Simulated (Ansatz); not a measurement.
Wires are cut from relaxed bulk AlN (P6_3mc, 10.65 Å³/atom, gap on the mesh 4.03 eV); atoms and period are relaxed, and energies count from that bulk.

Theory: DFT PBE, scalar-relativistic, plane waves, PAW (Ansatz).

Cutoff 420 eV, Gaussian smearing of 0.05 eV, energies at zero smearing, symmetry of each start kept, collinear spin where a moment is listed.

```json
{"start": "[001] wire, 12 host atoms a period*", "atoms": "12", "k mesh": "1×1×7", "excess energy (eV per host atom)": "0.897", "line energy (eV/Å)": "2.972", "period (Å)": "3.623", "gap on the mesh (eV)": "2.20", "size of the moment (μB per cell)": "0.00", "highest filled level or Fermi level under vacuum (eV)": "-"}
{"start": "[001] wire, 14 host atoms a period*", "atoms": "14", "k mesh": "1×1×7", "excess energy (eV per host atom)": "0.712", "line energy (eV/Å)": "2.685", "period (Å)": "3.713", "gap on the mesh (eV)": "2.10", "size of the moment (μB per cell)": "0.00", "highest filled level or Fermi level under vacuum (eV)": "5.01"}
```

A dash: not computed, or not clear enough to read.

* ends far from its start.

An odd mesh misses points on the zone edge, so a gap read on it can be too wide.

Each run keeps its start's symmetry and one magnetic start, so lower states can exist.

Cost: 2 runs of about 32 core-minutes in all, on Arm Neoverse V2 (shared hosts).